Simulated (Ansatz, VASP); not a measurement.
HfO2: VASP beside Ansatz

```
Hf O
1.0
     0.00000    2.54881    2.54881
     2.54881    0.00000    2.54881
     2.54881    2.54881    0.00000
Hf O
1 2
Direct
  0.00000 0.00000 0.00000
  0.23038 0.26962 0.23038
  0.73038 0.76962 0.73038
```

Change from the starting cell: all O atoms moved -0.100 Å, as atom 2 along Cartesian [0 1 0].

Alike in both runs: task single point; functional PBE; k mesh 8 × 8 × 8; occupations gaussian, width 0.05 eV; no spin polarisation.

|  | VASP | Ansatz |
| --- | --- | --- |
| version | VASP 6.6.1 | Ansatz 0.2.0 |
| potentials or method | VASP PAW PBE potentials, release 64 (Hf_pv, O) | scalar-relativistic, plane waves, PAW |
| plane-wave cutoff (eV) | 520 | 420 |
| valence electrons in the cell | 22 | 38 |

Ansatz gave:

| Quantity | Value |
| --- | --- |
| gap on the k mesh at the Fermi level (eV) | 3.76 |
| least direct gap on the mesh (eV) | 3.76 |
| pressure (GPa) | 1.0 |
| largest component of the traceless stress (GPa) | 0.03 |
| rms of the force components (eV/Å) | 0.208 |

Task: Which values does VASP return?

Result: gap on the k mesh at the Fermi level (eV): 3.76; least direct gap on the mesh (eV): 3.76; pressure (GPa): -2.6; largest component of the traceless stress (GPa): 0.06; rms of the force components (eV/Å): 0.195.

Atom by atom the forces differ by 0.013 eV/Å (rms over components). The two sets of potentials don't hold the same shells in valence.

Caveats: spin-orbit coupling is left out, which moves the levels of the heavy elements. A k mesh can miss the band edges.
